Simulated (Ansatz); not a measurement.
Runs of Ansatz 0.2.0 on SnSe. Symmetry: Fm-3m, No. 225, cubic system. Conventional cell: a = 6.020 Å, b = 6.020 Å, c = 6.020 Å, α = 90.00°, β = 90.00°, γ = 90.00°. Sn (site symmetry m-3m) is surrounded by 6 Se at 3.01 Å. Se (site symmetry m-3m) is surrounded by 6 Sn at 3.01 Å. Measurements of this composition are mostly on another form, of space group No. 62.

```tsv
task	level	potentials or basis	spin	cell	k mesh	cutoff (eV)	gap on the mesh (eV)	pressure (GPa)	relaxed volume (Å³/atom)
relaxation of cell and atoms	PBEsol	all-electron LAPW, scalar-relativistic	off	relaxed	8 × 8 × 8	-	0.75	0.0	26.27
band structure	LDA	all-electron LAPW, relativistic spinors	SOC, no magnetisation	as given	6 × 6 × 6	190	0.66	-3.7	-
relaxation of cell and atoms	BLYP	all-electron LAPW, scalar-relativistic	off	relaxed	8 × 8 × 8	-	-	0.0	30.05
band structure	RPBE	all-electron LAPW, scalar-relativistic	off	as given	8 × 8 × 8	190	0.54	(b)	-
relaxation of cell and atoms	PBEsol+D3(BJ)	all-electron LAPW, scalar-relativistic	off	relaxed	8 × 8 × 8	-	0.74	0.0	25.31
phonons	LDA	all-electron LAPW, scalar-relativistic	off	as given	6 × 6 × 6	207	0.61	-	-
relaxation of cell and atoms	BLYP+D4	all-electron LAPW, scalar-relativistic	off	relaxed	8 × 8 × 8	-	-	0.0	29.68
relaxation of cell and atoms	revPBE+D3(BJ)	all-electron LAPW, scalar-relativistic	off	relaxed	8 × 8 × 8	-	(a)	0.0	26.22
relaxation of cell and atoms	revPBE+D4	all-electron LAPW, scalar-relativistic	off	relaxed	8 × 8 × 8	-	0.70	0.0	26.39
band structure	revPBE	all-electron LAPW, scalar-relativistic	off	as given	8 × 8 × 8	190	-	2.1	-
relaxation of cell and atoms	LDA	all-electron LAPW, scalar-relativistic	off	relaxed	8 × 8 × 8	-	0.78	0.0	25.59
```

Alike in all rows: smearing fermi-dirac 0.05 eV; basis error allowed 0.001 eV/atom.

Task: Fill in the values left out.

Result: (a) 0.71; (b) 2.6.

Caveats: spin-orbit coupling is left out, which moves the levels of the heavy elements (some runs); the mesh misses the band edges, which the band path finds closer together (some runs); the volume moved by +10 % from the deposited cell, more than functionals usually miss (some runs); some modes are imaginary (some runs).

A k mesh can miss the band edges, and rows without SOC leave out spin-orbit coupling on Se, Sn.

Runs at the PBE level aren't shown here.
